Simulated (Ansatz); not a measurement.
**Ag in Ansatz: the effect of functional**

Ag:

```
Ag
1.0
    -1.64454    1.64454    1.64454
     1.64454   -1.64454    1.64454
     1.64454    1.64454   -1.64454
Ag
1
Cartesian
  0.0000 0.0000 0.0000
```

This isn't the form of Ag at room conditions, which is fcc.

The cell isn't the ideal one: volume scaled by 0.98.

Alike in all runs:

| Item | Value |
| --- | --- |
| Program | Ansatz 0.2.0 |
| Task | single point |
| Potentials or basis | Ansatz PAW |
| k mesh | 11 × 11 × 11 |
| Occupations | fermi-dirac, width 0.05 eV |
| Spin | no spin polarisation |

```csv
functional,cutoff,pressure (GPa)
LDA,420 eV (not typed: the program's choice for these potentials),?
PBEsol,420 eV (not typed: the program's choice for these potentials),-5.7
r2SCAN,500 eV (not typed: the program's choice for these potentials),-2.0
```

Problem. What does the run with functional LDA give?

Solution. Pressure -10.1 GPa.

Caveats: the PAW data sets come from PBE, with cores solved anew for the run's functional, which leaves a small shift of forces and pressure.
